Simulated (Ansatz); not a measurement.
**Contact densities of GaP against volume**

```
CELL_PARAMETERS angstrom
0.00000 2.72525 2.72525
2.72525 0.00000 2.72525
2.72525 2.72525 0.00000
ATOMIC_POSITIONS crystal
Ga 0.00000 0.00000 0.00000
P 0.75000 0.75000 0.75000
```

Atom numbers follow the list: Ga1, P2.

The cell is COD entry 9008846, as deposited and not checked against the literature; nothing was relaxed.

All numbers below come from Ansatz 0.2.0, DFT, PBE, all-electron PAW with datasets made for the crystal, scalar-relativistic.

Sampling and basis: a Γ-centred 10×10×10 k mesh, Fermi–Dirac smearing of 0.05 eV, cutoff 240 eV (chosen by the program for this cell), no spin polarisation.

The contact density is the mean electron density over the nuclear volume; its changes follow the s electrons' response to bonding and compression. Changes below are taken from the unscaled cell, where it is 187485 e/Å³ at Ga1, 16032.2 e/Å³ at P2.

Volumes at which the program chose other datasets or cutoffs are left out.

The datasets are made afresh for each cell, so very small changes are uncertain.

Q: Does compression raise or lower the contact density at P2?

A: It lowers it, by 1.12 e/Å³ over the whole range.

Q: Tabulate the changes with volume.

A: 
```json
{"V/V(cell)": "0.9800", "P (GPa)": "4.3", "Δρ(0) Ga1 (e/Å³)": "-0.11", "Δρ(0) P2 (e/Å³)": "-0.28"}
{"V/V(cell)": "0.9900", "P (GPa)": "3.4", "Δρ(0) Ga1 (e/Å³)": "-0.06", "Δρ(0) P2 (e/Å³)": "-0.14"}
{"V/V(cell)": "1.0000", "P (GPa)": "2.5", "Δρ(0) Ga1 (e/Å³)": "0.00", "Δρ(0) P2 (e/Å³)": "0.00"}
{"V/V(cell)": "1.0100", "P (GPa)": "1.6", "Δρ(0) Ga1 (e/Å³)": "0.07", "Δρ(0) P2 (e/Å³)": "0.14"}
{"V/V(cell)": "1.0200", "P (GPa)": "0.8", "Δρ(0) Ga1 (e/Å³)": "0.16", "Δρ(0) P2 (e/Å³)": "0.28"}
{"V/V(cell)": "1.0400", "P (GPa)": "-0.7", "Δρ(0) Ga1 (e/Å³)": "0.35", "Δρ(0) P2 (e/Å³)": "0.56"}
{"V/V(cell)": "1.0600", "P (GPa)": "-2.0", "Δρ(0) Ga1 (e/Å³)": "0.59", "Δρ(0) P2 (e/Å³)": "0.84"}
```
